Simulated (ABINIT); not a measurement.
# CoSi (Pm-3m) in ABINIT: single point with PBE

Aim: the single point of CoSi with PBE.

Program: ABINIT 10.8.3 (patched build). These are calculated values, not measurements. Logs are shortened: lines on timing, memory, paths and dates and some standing lists are left out, and cuts for length are marked. The log counts tension as positive stress, the text compression.

**1. Starting point**

The structure is cubic, space group Pm-3m (No. 221). Conventional cell: a = 2.781 Å, b = 2.781 Å, c = 2.781 Å, α = 90.00°, β = 90.00°, γ = 90.00°. Co (site symmetry m-3m) is surrounded by 8 Si at 2.41 Å. Si (site symmetry m-3m) is surrounded by 8 Co at 2.41 Å.

Measurements of this composition are mostly on another form, of space group No. 198.

**2. Single point, PBE, collinear spin, ferromagnetic start**

The input, run.abi:

```
# Pseudopotentials
pp_dirpath "./"
pseudos "Co.GGA_PBE-JTH.xml, Si.GGA_PBE-JTH.xml"

# Structure
acell 5.2559595211 5.2559595211 5.2559595211
rprim
     1.0000000000     0.0000000000     0.0000000000
     0.0000000000     1.0000000000     0.0000000000
     0.0000000000     0.0000000000     1.0000000000
ntypat 2
znucl 27 14
natom 2
typat 1 2
xcart
     0.0000000000     0.0000000000     0.0000000000
     2.6279797606     2.6279797606     2.6279797606

# Plane-wave basis
ecut 707.496042 eV
pawecutdg 48.0
pawxcdev 0

# k points
kptopt 1
ngkpt 10 10 10
nshiftk 1
shiftk 0.0 0.0 0.0

# Exchange and correlation
ixc 11

# Bands and occupations
nband 15
occopt 3
tsmear 0.00183747

# Spin
nsppol 2
spinat
     0.0000000000     0.0000000000     5.0000000000
     0.0000000000     0.0000000000     0.0000000000

# SCF cycle
nstep 100
tolvrs 1.0e-9

# Output
iomode 3
prtwf 0
prtden 0
prteig 0
prtebands 0
enunit 1
```

Potentials or basis: JTH PAW PBE v2.0.

Run with:

```sh
abinit run.abi > log 2>&1
```

run.abo:

```text
.Version 10.8.3 of ABINIT
 Symmetries : space group Pm -3 m (#221); Bravais cP (primitive cubic)
================================================================================
 Values of the parameters that define the memory need of the present run
     intxc =       0    ionmov =       0      iscf =      17    lmnmax =      18
     lnmax =       6     mgfft =      27  mpssoang =       3    mqgrid =    3001
     natom =       2  nloc_mem =       2    nspden =       2   nspinor =       1
    nsppol =       2      nsym =      48    n1xccc =       1    ntypat =       2
    occopt =       3   xclevel =       2
       mpw =         938          nfft =       19683          nkpt =          56
 PAW method is used; the additional fine FFT grid is defined by:
   mgfftf=        36    nfftf =     46656
================================================================================
================================================================================

--------------------------------------------------------------------------------
------------- Echo of variables that govern the present computation ------------
--------------------------------------------------------------------------------
 -outvars: echo values of preprocessed input variables --------
            acell      5.2559595211E+00  5.2559595211E+00  5.2559595211E+00 Bohr
              amu      5.89332000E+01  2.80855000E+01
             ecut      2.60000000E+01 Hartree
           enunit           1
                       outvar_i_n : Printing only first  50 k-points.
              ixc          11
                       outvar_i_n : Printing only first  50 k-points.
         kptrlatt       10    0    0      0   10    0      0    0   10
          kptrlen      5.25595952E+01
            natom           2
            nband          15
            ngfft          27      27      27
          ngfftdg          36      36      36
             nkpt          56
           nspden           2
           nsppol           2
            nstep         100
             nsym          48
           ntypat           2
                       prtocc : prtvol=0, do not print more k-points.
                       1.000000  1.000000  1.000000  1.000000  1.000000  1.000000
                       1.000000  1.000000  1.000000  1.000000  1.000000  0.000000
                       0.000000  0.000000  0.000000
                       1.000000  1.000000  1.000000  1.000000  1.000000  1.000000
                       1.000000  1.000000  1.000000  1.000000  1.000000  0.000000
                       0.000000  0.000000  0.000000
                       1.000000  1.000000  1.000000  1.000000  1.000000  1.000000
                       1.000000  1.000000  1.000000  1.000000  1.000000  0.000000
                       0.000000  0.000000  0.000000
                       1.000000  1.000000  1.000000  1.000000  1.000000  1.000000
                       1.000000  1.000000  1.000000  1.000000  1.000000  0.000000
                       0.000000  0.000000  0.000000
                       1.000000  1.000000  1.000000  1.000000  1.000000  1.000000
                       1.000000  1.000000  1.000000  1.000000  1.000000  0.000000
                       0.000000  0.000000  0.000000
                       1.000000  1.000000  1.000000  1.000000  1.000000  1.000000
                       1.000000  1.000000  1.000000  1.000000  1.000000  0.000000
[... 118 lines left out ...]
                       1.000000  1.000000  1.000000  1.000000  1.000000  1.000000
                       1.000000  1.000000  1.000000  1.000000  0.000000  0.000000
[... 221 lines left out ...]

 cartesian forces (eV/Angstrom) at end:
    1     -0.00000000000000    -0.00000000000000    -0.00000000000000
    2     -0.00000000000000    -0.00000000000000    -0.00000000000000
 frms,max,avg= 0.0000000E+00 0.0000000E+00   0.000E+00  0.000E+00  0.000E+00 e/A
 length scales=  5.255959521100  5.255959521100  5.255959521100 bohr
              =  2.781333998108  2.781333998108  2.781333998108 angstroms
 Fermi (or HOMO) energy (eV) =  14.36442   Average Vxc (eV)= -12.69969
 Eigenvalues (   eV  ) for nkpt=  56  k points, SPIN UP:
 kpt#   1, nband= 15, wtk=  0.00100, kpt=  0.0000  0.0000  0.0000 (reduced coord)
 -81.25337  -44.53827  -44.53827  -44.53827    0.01813   10.17220   10.17220   12.76002
  12.76002   12.76002   17.25546   17.25546   17.25546   21.85679   21.85679
 prteigrs : prtvol=0 or 1, do not print more k-points.

 Eigenvalues (   eV  ) for nkpt=  56  k points, SPIN DOWN:
 kpt#   1, nband= 15, wtk=  0.00100, kpt=  0.0000  0.0000  0.0000 (reduced coord)
 -80.58845  -43.89137  -43.89137  -43.89137    0.02932   10.77195   10.77195   13.12231
  13.12231   13.12231   17.27237   17.27237   17.27237   22.13665   22.13665
 prteigrs : prtvol=0 or 1, do not print more k-points.

--- !EnergyTerms
iteration_state     : {dtset: 1, }
comment             : Components of total free energy in Hartree
kinetic             :  1.36809304176669E+01
hartree             :  4.62263665157161E+01
xc                  : -5.66271718048318E+00
Ewald energy        : -9.26984900904909E+01
psp_core            :  2.87134297878989E+00
local_psp           : -1.42199892403856E+02
PAW spherical_terms :  2.73591064442428E+01
internal            : -1.50423353318414E+02
'-kT*entropy'       : -5.47121464684674E-04
total_energy        : -1.50423900439879E+02
total_energy_eV     : -4.09324285549653E+03
...

--- !EnergyTermsDC
iteration_state     : {dtset: 1, }
comment             : '"Double-counting" decomposition of free energy'
band_energy         : -1.08623019208600E+01
Ewald energy        : -9.26984900904909E+01
psp_core            :  2.87134297878989E+00
xc_dc               : -4.59123144391960E+01
PAW spherical_terms : -3.82158792153084E+00
internal            : -1.50423351393288E+02
'-kT*entropy'       : -5.47121464684674E-04
total_energy_dc     : -1.50423898514752E+02
total_energy_dc_eV  : -4.09324280311118E+03
...

--- !EnergyTermsWithPAWCore
iteration_state     : {dtset: 1, }
comment             : 'Components of total free energy, including PAW core contributions'
Total energy        : -1.68351435476593E+03
Total energy DC     : -1.68351435284081E+03
Total energy (eV)   : -4.58107593581893E+04
Total energy DC (eV): -4.58107593058039E+04
...

 Cartesian components of stress tensor (hartree/bohr^3)
  sigma(1 1)= -2.86443828E-05  sigma(3 2)=  0.00000000E+00
  sigma(2 2)= -2.86443828E-05  sigma(3 1)=  0.00000000E+00
  sigma(3 3)= -2.86443828E-05  sigma(2 1)=  0.00000000E+00

-Cartesian components of stress tensor (GPa)         [Pressure=  8.4275E-01 GPa]
- sigma(1 1)= -8.42746837E-01  sigma(3 2)=  0.00000000E+00
- sigma(2 2)= -8.42746837E-01  sigma(3 1)=  0.00000000E+00
- sigma(3 3)= -8.42746837E-01  sigma(2 1)=  0.00000000E+00

== END DATASET(S) ==============================================================
================================================================================

 -outvars: echo values of variables after computation  --------
            acell      5.2559595211E+00  5.2559595211E+00  5.2559595211E+00 Bohr
           etotal     -1.5042389851E+02
            fcart     -0.0000000000E+00 -0.0000000000E+00 -0.0000000000E+00
                      -0.0000000000E+00 -0.0000000000E+00 -0.0000000000E+00
           strten     -2.8644382768E-05 -2.8644382768E-05 -2.8644382769E-05
                       0.0000000000E+00  0.0000000000E+00  0.0000000000E+00
           xangst      0.0000000000E+00  0.0000000000E+00  0.0000000000E+00
                       1.3906669991E+00  1.3906669991E+00  1.3906669991E+00
             xred      0.0000000000E+00  0.0000000000E+00  0.0000000000E+00
                       5.0000000000E-01  5.0000000000E-01  5.0000000000E-01
 Calculation completed.
```

Run time: 2.7 min. Hardware: 1 thread of Arm Neoverse V2, shared host; peak memory 0.15 GiB.

What came out:

```
Free energy                                           : -4093.2428 eV
Pressure                                              : 0.8 GPa
Band gap on the k mesh                                : none (metal or under the smearing width)
Net moment                                            : 0.55 μB per cell
Site moments                                          : Co +0.56; Si +0.01 μB
Valence electrons inside the program's atomic spheres : Co 15.75; Si 1.55
```

Levels at points of the mesh, in eV from the Fermi level:
Spin up:
```
           k point  band 8  band 9  band 10  band 11  band 12  band 13  band 14  band 15
(0.00, 0.00, 0.00)   -1.60   -1.60    -1.60     2.89     2.89     2.89     7.49     7.49
(0.50, 0.00, 0.00)   -2.86   -2.86    -1.46    -0.80     6.73     7.96     7.96     9.50
(0.50, 0.50, 0.00)   -4.26   -2.40    -2.40    -1.12     1.30     1.63     7.97    13.65
(0.50, 0.50, 0.50)   -1.78   -1.07    -1.07     1.26     1.26     1.26     3.37     3.37
```
Spin down:
| k point | band 8 | band 9 | band 10 | band 11 | band 12 | band 13 |
| --- | --- | --- | --- | --- | --- | --- |
| (0.00, 0.00, 0.00) | -1.24 | -1.24 | -1.24 | 2.91 | 2.91 | 2.91 |
| (0.50, 0.00, 0.00) | -2.57 | -2.57 | -1.09 | 0.06 | 6.72 | 8.06 |
| (0.50, 0.50, 0.00) | -3.83 | -2.08 | -2.08 | -0.20 | 1.61 | 2.13 |
| (0.50, 0.50, 0.50) | -1.77 | -0.15 | -0.15 | 1.28 | 1.28 | 1.28 |

Caveat: the moment fell far below its start of 5 μB, so a state of higher moment may lie lower in energy.
